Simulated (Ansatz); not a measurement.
## two structures of Ge: a comparison of enthalpies under pressure, step by step

Computed with the Ansatz DFT code, driven from Python.

Notebook, run cell by cell (the value of a cell's last expression is shown):

**Cell 1**
```python
import ansatz
import numpy as np
from tabulate import tabulate
```

**Cell 2**
```python
def bcc(first, a):
    return ansatz.Crystal.bcc(first, a=a)
```

**Cell 3**
```python
def sc(first, a):
    return (
        ansatz.Lattice.cubic(a)
        .space_group(221)
        .atom(first, (0, 0, 0))
    )
```

**Cell 4**
```python
def solve(name, crystal, pressure=0.0):
    calc = (
        crystal.calculation()
        .functional("PBE")
        .basis(500)
        .kpoints(spacing=0.16)
        .occupations("cold", width=0.05)
    )
    calc = calc.relax(force_tolerance=0.02, max_steps=60, cell=True, pressure=pressure)
    return calc.run(threads=1, pin="off")
```

**Cell 5**
```python
def volume_per_atom(outcome):
    return abs(np.linalg.det(outcome.lattice.cell_ang)) / len(outcome.lattice.sites)
```

**Cell 6**
```python
phases = {}
phases["bcc"] = bcc("Ge", 3.27)
phases["sc"] = sc("Ge", 2.68)
```

**Cell 7**
```python
# H = E + PV, with 1 eV per cubic angstrom equal to 160.2 GPa
pressures = [0, 5, 10, 20]
enthalpy, volume = {name: [] for name in phases}, {name: [] for name in phases}
for p in pressures:
    for name, crystal in phases.items():
        o = solve(name, crystal, pressure=p)
        volume[name].append(volume_per_atom(o))
        enthalpy[name].append(o.report["energy_sigma0_ev"] / len(o.lattice.sites) + p * volume[name][-1] / 160.21766)
gap = np.array(enthalpy["sc"]) - np.array(enthalpy["bcc"])
rows = [(p, va, vb, 1000 * d) for p, va, vb, d in zip(pressures, volume["bcc"], volume["sc"], gap)]
print(tabulate(rows, headers=["P (GPa)", "V bcc (A^3/atom)", "V sc (A^3/atom)", "H(sc) - H(bcc) (meV/atom)"], floatfmt=".4f", tablefmt="plain"))
crossings = [p0 - g0 * (p1 - p0) / (g1 - g0) for p0, p1, g0, g1 in zip(pressures, pressures[1:], gap, gap[1:]) if g0 * g1 < 0]
print("crossing near", [round(float(p), 1) for p in crossings], "GPa") if crossings else print("no crossing in this range")
```
Output:
```text
  P (GPa)    V bcc (A^3/atom)    V sc (A^3/atom)    H(sc) - H(bcc) (meV/atom)
        0             19.0938            19.8968                     -86.6519
        5             17.9077            18.6345                     -63.1317
       10             17.0482            17.7230                     -41.6326
       20             15.7937            16.4286                      -1.3237
no crossing in this range
```

Notes:
- Total energies depend on the potentials; only differences at equal settings carry meaning.
- At a fixed pressure a relaxation lowers the enthalpy F + PV, while F alone can rise.
- Only these two structures are compared, at zero temperature and with their symmetry kept; either may be hypothetical, and another phase may be lower than both. Differences under 10 to 15 meV an atom lie within the error of mesh and functional.
- The cells are prototypes set up for this calculation and needn't exist.
- Wall time of the script: 89 s on 1 thread of Intel(R) Xeon(R) Platinum 8175M CPU @ 2.50GHz (Skylake/Cascade Lake), with other jobs on the host, peak memory 0.46 GiB.
